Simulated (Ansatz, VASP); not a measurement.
**PbS in VASP and in Ansatz**

The input INCAR:

```
PREC     = Accurate       # precision mode
ENCUT    = 520            # plane-wave cutoff, eV
EDIFF    = 1E-6           # SCF threshold, eV
ISMEAR   = -1             # smearing method
SIGMA    = 0.05           # smearing width, eV
LREAL    = False          # projectors in reciprocal space
LASPH    = True           # aspherical terms in the spheres
NELM     = 100            # most SCF steps
ALGO     = Normal         # electronic algorithm
ISIF     = 2              # what is computed and relaxed
LWAVE    = False          # write WAVECAR
LCHARG   = True           # write CHGCAR
GGA      = PS             # functional
LELF     = True           # ELF
LVHAR    = True         
NBANDS   = 17             # bands
```

KPOINTS

```
regular mesh
0
Gamma
  8 8 7
```

The input POSCAR:

```
PbS
1.0
    4.1167825667      0.0000000000      0.0000000000
   -2.0583912833      3.5652382846      0.0000000000
    0.0000000000      0.0000000000      3.8132549298
Pb S
1 1
Direct
    0.0000000000      0.0000000000      0.0000000000
    0.6666666667      0.3333333333      0.5000000000
```

Contents of input.yaml:

```yaml
crystal:
  lattice:
    - [4.1167825667, 0.0, 0.0]
    - [-2.0583912833, 3.5652382846, 0.0]
    - [0.0, 0.0, 3.8132549298]
  atoms:
    - { symbol: Pb, position: [0.0, 0.0, 0.0] }
    - { symbol: S, position: [0.6666666667, 0.3333333333, 0.5] }
kpoints:
  mp_grid: { grid: [8, 8, 7] }
scf:
  occupations: { method: fermi_dirac, width: 0.05 }
hamiltonian:
  xc: pbesol
  pseudopotentials: { kind: all_electron, lapw: { basis_error: 0.001 } }
output:
  forces: true
  stress: true
  eigenvalues: true
```

Change from the starting cell: volume scaled by 1.02.

Alike in both runs: task single point; functional PBEsol; k mesh 8 × 8 × 7; occupations fermi-dirac, width 0.05 eV; no spin polarisation.

```csv
,VASP,Ansatz
version,VASP 6.6.1,Ansatz 0.2.0
potentials or method,"VASP PAW PBE potentials, release 64 (Pb_d, S)","all-electron LAPW, scalar-relativistic"
plane-wave cutoff (eV),520,see its input
```

```tsv
	VASP	Ansatz	Ansatz less VASP
gap on the k mesh at the Fermi level (eV)	0.21	0.20	-0.003
least direct gap on the mesh (eV)	1.58	1.58	-0.004
pressure (GPa)	-3.7	-3.6	+0.06
largest component of the traceless stress (GPa)	0.48	0.47	-0.007
```

Ansatz ran all-electron here, so the differences hold the error of VASP's frozen core and of both bases.

Caveats: spin-orbit coupling is left out, which as a rule narrows the gap of such compounds by several tenths of an eV; an odd mesh through Γ misses points on the zone boundary, where band edges often lie; the PAW data sets were made with another functional, which shifts forces and pressure a little (VASP).
